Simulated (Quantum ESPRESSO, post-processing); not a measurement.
# In2Se2, 1 layer, rectangular cell: a series in strain along the second axis, part 2 of 2

What law, if any, do the results for In2Se2, 1 layer, rectangular cell follow against strain along the second axis?

Quantum ESPRESSO 7.5; plane-wave DFT, PBE, GBRV ultrasoft pseudopotentials.

So far. Step 7 (Relaxing the ions, -3 %): The relaxation lowers the energy by 3 meV an atom. Step 9 (Relaxation with pw.x, 3 %): The relaxation lowers the energy by 2 meV an atom.

### 10. SCF with pw.x, 3 %

Input file m7.scf.in:

```
&control
  prefix = 'm7.scf'
  outdir = './out'
  pseudo_dir = './pseudo'
  calculation = 'scf'
  tprnfor = .true.
/
&system
  ibrav = 0
  nat = 8
  ntyp = 2
  ecutwfc = 40
  ecutrho = 200
  occupations = 'smearing'
  smearing = 'fd'
  degauss = 0.002
  nbnd = 42
/
&electrons
  conv_thr = 1e-09
  mixing_beta = 0.4
  electron_maxstep = 120
  mixing_mode = 'plain'
/
ATOMIC_SPECIES
  Se  78.9710  se_pbe_v1.uspp.F.UPF
  In  114.8180  in_pbe_v1.4.uspp.F.UPF
CELL_PARAMETERS angstrom
  4.08092491800000 0.00000000000000 0.00000000000000
  0.00000000000000 7.27992478214000 0.00000000000000
  0.00000000000000 0.00000000000000 20.14290946400000
ATOMIC_POSITIONS crystal
  Se  0.000000000000 0.331792135100 0.368120510600
  Se  0.500000000000 0.831792119400 0.368120524100
  In  0.000000000000 0.001541221900 0.429824724500
  In  0.500000000000 0.501541190200 0.429824722300
  In  0.000000000000 0.001541221900 0.570175275500
  In  0.500000000000 0.501541190200 0.570175277700
  Se  0.000000000000 0.331792135100 0.631879489400
  Se  0.500000000000 0.831792119400 0.631879475900
K_POINTS automatic
  8 4 1 0 0 0
```

Started as:

```
$ OMP_NUM_THREADS=1 mpirun -n 4 pw.x -nk 2 -in m7.scf.in > m7.scf.out
```

Run time: 85 s. Hardware: 4 MPI ranks of Arm Neoverse V2, shared host; peak memory 0.75 GiB.

Read from the output:

```
free energy                          : -9641.2296 eV
Fermi energy                         : -0.7391 eV
valence top, on the run's zero       : -1.338 eV
conduction bottom, on the run's zero : -0.1896 eV
gap by band count                    : 1.148 eV
```

### 11. Relaxation with pw.x, 4 %

Input file m8.relax.in:

```
&control
  prefix = 'm8.relax'
  outdir = './out'
  pseudo_dir = './pseudo'
  nstep = 40
  forc_conv_thr = 0.0003
  calculation = 'relax'
  tstress = .true.
/
&system
  ibrav = 0
  nat = 8
  ntyp = 2
  ecutwfc = 50
  ecutrho = 250
  occupations = 'smearing'
  smearing = 'fd'
  degauss = 0.002
/
&electrons
  conv_thr = 1e-09
  mixing_beta = 0.4
  electron_maxstep = 120
  mixing_mode = 'plain'
/
&ions
/
ATOMIC_SPECIES
  Se  78.9710  se_pbe_v1.uspp.F.UPF
  In  114.8180  in_pbe_v1.4.uspp.F.UPF
CELL_PARAMETERS angstrom
  4.08092491800000 0.00000000000000 0.00000000000000
  0.00000000000000 7.35060366352000 0.00000000000000
  0.00000000000000 0.00000000000000 20.14290946400000
ATOMIC_POSITIONS crystal
  Se  0.000000000000 0.333334341600 0.366558047100
  Se  0.500000000000 0.833334386500 0.366557955300
  In  0.000000000000 -0.000001105000 0.429924743200
  In  0.500000000000 0.499999043600 0.429924757800
  In  0.000000000000 -0.000001105000 0.570075256800
  In  0.500000000000 0.499999043600 0.570075242200
  Se  0.000000000000 0.333334341600 0.633441952900
  Se  0.500000000000 0.833334386500 0.633442044700
K_POINTS automatic
  8 4 1 0 0 0
```

Started as:

```
$ OMP_NUM_THREADS=1 mpirun -n 4 pw.x -nk 2 -in m8.relax.in > m8.relax.out
```

Wall time 19 min (4 MPI ranks); peak memory 1.6 GiB; 77 min of CPU time.

The steps of the relaxation:

| step | energy less that of the first step (eV) | largest force (eV/Å) |
| --- | --- | --- |
| 1 | 0.0000 | 0.2760 |
| 2 | -0.0102 | 0.2075 |
| 3 | -0.0177 | 0.1513 |
| 4 | -0.0231 | 0.0758 |
| 5 | -0.0245 | 0.0900 |
| 6 | -0.0257 | 0.0891 |
| 7 | -0.0269 | 0.0623 |
| 8 | -0.0276 | 0.0323 |
| 9 | -0.0278 | 0.0306 |
| 10 | -0.0280 | 0.0226 |
| 11 | -0.0281 | 0.0154 |
| 12 | -0.0282 | 0.0051 |

The atoms that moved most (Å):

| atom | dx | dy | dz | length |
| --- | --- | --- | --- | --- |
| Se2 | 0.000 | -0.014 | 0.042 | 0.044 |
| Se8 | 0.000 | -0.014 | -0.042 | 0.044 |
| Se7 | 0.000 | -0.014 | -0.042 | 0.044 |
| Se1 | 0.000 | -0.014 | 0.042 | 0.044 |
| In5 | 0.000 | 0.014 | 0.003 | 0.015 |
| In3 | 0.000 | 0.014 | -0.003 | 0.015 |
| In4 | 0.000 | 0.014 | -0.003 | 0.015 |
| In6 | 0.000 | 0.014 | 0.003 | 0.015 |

The relaxation lowers the energy by 4 meV an atom.

This step gave:

```
free energy  : -9641.4054 eV
Fermi energy : -0.7957 eV
```

### 12. Self-consistent run, 4 %

Input file m8.scf.in:

```
&control
  prefix = 'm8.scf'
  outdir = './out'
  pseudo_dir = './pseudo'
  calculation = 'scf'
  tprnfor = .true.
/
&system
  ibrav = 0
  nat = 8
  ntyp = 2
  ecutwfc = 40
  ecutrho = 200
  occupations = 'smearing'
  smearing = 'fd'
  degauss = 0.002
  nbnd = 42
/
&electrons
  conv_thr = 1e-09
  mixing_beta = 0.4
  electron_maxstep = 120
  mixing_mode = 'plain'
/
ATOMIC_SPECIES
  Se  78.9710  se_pbe_v1.uspp.F.UPF
  In  114.8180  in_pbe_v1.4.uspp.F.UPF
CELL_PARAMETERS angstrom
  4.08092491800000 0.00000000000000 0.00000000000000
  0.00000000000000 7.35060366352000 0.00000000000000
  0.00000000000000 0.00000000000000 20.14290946400000
ATOMIC_POSITIONS crystal
  Se  0.000000000000 0.331362341500 0.368643915200
  Se  0.500000000000 0.831362339100 0.368643912600
  In  0.000000000000 0.001970981100 0.429791892200
  In  0.500000000000 0.501971005000 0.429791897700
  In  0.000000000000 0.001970981100 0.570208107800
  In  0.500000000000 0.501971005000 0.570208102300
  Se  0.000000000000 0.331362341500 0.631356084800
  Se  0.500000000000 0.831362339100 0.631356087400
K_POINTS automatic
  8 4 1 0 0 0
```

Started as:

```
$ OMP_NUM_THREADS=1 mpirun -n 4 pw.x -nk 2 -in m8.scf.in > m8.scf.out
```

It took 87 s on 4 MPI ranks; peak memory 1.1 GiB.

Read from the output:

| Item | Value |
| --- | --- |
| free energy | -9641.2008 eV |
| Fermi energy | -0.7954 eV |
| valence top, on the run's zero | -1.356 eV |
| conduction bottom, on the run's zero | -0.2907 eV |
| gap by band count | 1.065 eV |

### 13. The series side by side

The series in one table, energies over the lowest:

| strain along the second axis | energy (eV) | gap along the path (eV) | upper vacuum level over the valence top of the mesh (eV) | lower vacuum level over that top (eV) |
| --- | --- | --- | --- | --- |
| -4 % | 0.0766 | 1.707 | 6.046 | 6.047 |
| -3 % | 0.0426 | 1.633 | 6.017 | 6.018 |
| -2 % | 0.0188 | 1.558 | 5.99 | 5.99 |
| -1 % | 0.0048 | 1.479 | 5.963 | 5.963 |
| 0 % | 0.0000 | 1.397 | 5.939 | 5.939 |
| 1 % | 0.0043 | 1.311 | 5.917 | 5.917 |
| 2 % | 0.0169 | 1.226 | 5.893 | 5.893 |
| 3 % | 0.0379 | 1.138 | 5.868 | 5.868 |
| 4 % | 0.0666 | 1.054 | 5.847 | 5.847 |

### 14. By hand

A parabola through the energies within ±2 % has E = 44.61 eV × ε² -0.043 eV × ε; for the curvature, over A = 28.844 Å² this is 44.61 × 2/28.844 × 16.02 = 50 N/m.

### 15. What came out

```
in-plane stiffness along the strain                                     : 50 N/m
gap along the path, at -4 % and at 4 %                                  : 1.71, 1.05 eV
upper vacuum level over the valence top of the mesh, at -4 % and at 4 % : 6.05, 5.85 eV
lower vacuum level over that top, at -4 % and at 4 %                    : 6.05, 5.85 eV
```

In words: The series holds 9 members; in-plane stiffness along the strain: 50 N/m (PBE, GBRV ultrasoft). The energy is lowest near zero strain. From -4 % to 4 % the gap along the path falls from 1.71 to 1.05 eV. From -4 % to 4 % the upper vacuum level over the valence top of the mesh falls from 6.05 to 5.85 eV. From -4 % to 4 % the lower vacuum level over that top falls from 6.05 to 5.85 eV. Semilocal gaps are too small; the 1×1 cell can't ripple over many cells under compression as a free sheet would. No spin-orbit coupling.

[Logs are printed without paths, hosts, clocks, repeated set-up lines and the standing remarks that a program may print on its own settings, such as how far it seeks lower states.]

[Hosts, paths, dates, database ids (printed as entryN), source tags and the programs' standing remarks are cut or masked in the printed files.]

[Maps of the electrostatic potential energy from Ansatz leave out the sawtooth potential of an applied field or a dipole correction, so their vacuum need not be flat; planar profiles and work functions include it.]
